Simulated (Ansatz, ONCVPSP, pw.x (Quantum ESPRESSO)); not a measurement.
# pw.x on bcc H: one setting changed

Potential: optimised norm-conserving Vanderbilt (ONCV), ONCVPSP 4.0.1.1 (patched build), PBE; core none, reference 1s1; waves: 1s: rc 0.68 bohr, ncon 3, nbas 6, qcut 8 1/bohr, 1 projector; p scattering state at 0.39 Ha: rc 1.05 bohr, ncon 4, nbas 8, qcut 6.9 1/bohr, 2 projectors, debl 2.6 Ha; local part: polynomial inside 0.68 bohr (lpopt 4, dvloc0 1 Ha); core correction: none.

The reference run (k-mesh 18³, cutoffs 165/660 Ry, Fermi–Dirac 0.01 Ry, mixing_beta 0.4, conv_thr 1e-9, no spin) gives -2.91 GPa at 3.033 Å³/atom, where all-electron LAPW gives -2.27 GPa. This run, with its own iteration cap, changes degauss to 0.005.

```
&control
  calculation='scf', prefix='x', pseudo_dir='./', outdir='./tmp', tstress=.true., disk_io='none'
/
&system
  ibrav=0, nat=1, ntyp=1, ecutwfc=165, ecutrho=660, nbnd=7,
  occupations='smearing', smearing='fd', degauss=0.005
/
&electrons
  conv_thr=1e-09, mixing_beta=0.4, electron_maxstep=70
/
ATOMIC_SPECIES
H 1.0 H.UPF
CELL_PARAMETERS angstrom
  -0.91187954 0.91187954 0.91187954
  0.91187954 -0.91187954 0.91187954
  0.91187954 0.91187954 -0.91187954
ATOMIC_POSITIONS crystal
H 0.0000 0.0000 0.0000
K_POINTS automatic
18 18 18 0 0 0
```

```bash
pw.x < H.scf.in > H.scf.out
```

How does the run end?

It converges in 3 iterations; the free energy moves by +2.3 meV/atom and the pressure by -0.12 GPa. In a metal, with Fermi–Dirac smearing, F lies below its zero-width value by a term in the square of the width.

```
Message from routine setup:
     using ibrav=0 with symmetry is DISCOURAGED, use correct ibrav instead
     lattice parameter (alat)  =       2.9847  a.u.
     unit-cell volume          =      20.4677 (a.u.)^3
     number of electrons       =         1.00
     number of Kohn-Sham states=            7
     kinetic-energy cutoff     =     165.0000  Ry
     charge density cutoff     =     660.0000  Ry
     scf convergence threshold =      1.0E-09
     Exchange-correlation= PBE
     number of k points=   195  Fermi-Dirac smearing, width (Ry)=  0.0050
     iteration #  1     ecut=   165.00 Ry     beta= 0.40
     total energy              =      -1.07541372 Ry
     estimated scf accuracy    <       0.00000133 Ry
     iteration #  2     ecut=   165.00 Ry     beta= 0.40
     total energy              =      -1.07541704 Ry
     estimated scf accuracy    <       0.00000051 Ry
     iteration #  3     ecut=   165.00 Ry     beta= 0.40
     the Fermi energy is     3.6107 ev
!    total energy              =      -1.07541714 Ry
     estimated scf accuracy    <          7.1E-11 Ry
     smearing contrib. (-TS)   =      -0.00011430 Ry
     The total energy is F=E-TS. E is the sum of the following terms:
     one-electron contribution =       0.62530404 Ry
     hartree contribution      =       0.01854796 Ry
     xc contribution           =      -0.66320428 Ry
     ewald contribution        =      -1.05595055 Ry
     convergence has been achieved in   3 iterations
          total   stress  (Ry/bohr**3)                   (kbar)     P=      -30.27
     Message from routine punch:
     Nothing written, as per user request (disk_io='none')
```

The run took about 9.9 s on one core of a shared host (Neoverse-N1, 64 threads, 124 GiB, load 60).
